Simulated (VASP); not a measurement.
Set up this calculation in VASP 6.6.1, as the native input.

| Quantity | Value |
| --- | --- |
| Task | relaxation of cell and atoms |
| Functional | LDA |
| Potentials or basis | VASP PAW LDA potentials, release 64 (Ba_sv, O) |
| Cutoff | 600 eV |
| k mesh | 8 × 8 × 8 |
| Occupations | gaussian, width 0.02 eV |
| Spin | no spin polarisation |
| Further INCAR settings | ALGO = Normal; EDIFF = 1e-06; IBRION = 2; EDIFFG = -0.005; NSW = 60; ISIF = 3 |

The structure of BaO lies in POSCAR:

```
BaO
1.0
    0.0000000000      2.7600000000      2.7600000000
    2.7600000000      0.0000000000      2.7600000000
    2.7600000000      2.7600000000      0.0000000000
Ba O
1 1
Direct
    0.0000000000      0.0000000000      0.0000000000
    0.5000000000      0.5000000000      0.5000000000
```

The cell was built by a generator and needn't be a form met in nature.

The input as run:

INCAR

```
SYSTEM = BaO
  ALGO = Normal
  EDIFF = 1E-6
  EDIFFG = -0.005
  ENCUT = 600
  GGA = CA
  IBRION = 2
  ISIF = 3
  ISMEAR = 0
  LASPH = .TRUE.
  LCHARG = .FALSE.
  LREAL = .FALSE.
  LWAVE = .FALSE.
  NELM = 120
  NSW = 60
  PREC = Accurate
  SIGMA = 0.02
```

KPOINTS

```
k-points
0
G
  8 8 8
  0 0 0
```

Potentials or basis: VASP PAW LDA potentials, release 64 (Ba_sv, O).

Run with:

```bash
$ cat potpaw_LDA.64/Ba_sv/POTCAR potpaw_LDA.64/O/POTCAR > POTCAR
$ mpirun -np 1 vasp_std > vasp.out
```

Results of the run:

```
Relaxed volume                         : 20.55 Å³/atom
Relaxed cell                           : a = 3.874 Å, b = 3.874 Å, c = 3.874 Å, α = 60.00°, β = 60.00°, γ = 60.00°
Space group after relaxing (to 0.05 Å) : Fm-3m (No. 225)
Energy gained by relaxing              : 2.8 meV/atom
Ionic steps                            : 3
Pressure after relaxing                : 0.0 GPa
Band gap on the k mesh                 : 1.70 eV, direct
```

Caveat: spin-orbit coupling is left out, which moves the levels of the heavy elements.

Run time: 15 s on 1 thread of Intel(R) Xeon(R) 6975P-C (Granite Rapids), with other jobs on the host, peak memory 0.17 GiB.
